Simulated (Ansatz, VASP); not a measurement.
## SiC: VASP beside Ansatz

```xyz
4
Lattice="3.0715 0.0000 0.0000 -1.5357 2.6600 0.0000 0.0000 0.0000 5.0402" Properties=species:S:1:pos:R:3 pbc="T T T"
Si    0.0000    1.7733    0.0231
Si    1.5357    0.8867    2.5432
C     0.0000    1.7733    1.9173
C     1.5357    0.8867    4.4374
```

Alike in both runs: functional PBEsol; k mesh 8 × 8 × 6; no spin polarisation.

Ansatz relaxed the structure, and its values are those at the end. VASP's run is a single point on that final structure, the one shown.

|  | VASP | Ansatz |
| --- | --- | --- |
| version | VASP 6.6.1 | Ansatz 0.2.0 |
| potentials or method | VASP PAW PBE potentials, release 64 (Si, C) | PAW with Ansatz's default frozen-core files, scalar-relativistic |
| plane-wave cutoff (eV) | 520 | 420 |
| occupations | gaussian, width 0.01 eV | fixed |
| valence electrons in the cell | 16 | 16 |

Ansatz gave:

```
pressure (GPa) : 1.0
```

Question: Which values does VASP return?

Answer: Pressure (GPa): 1.3.

Caveats: the PAW data sets were made with another functional, which shifts forces and pressure a little (VASP). A k mesh can miss the band edges.
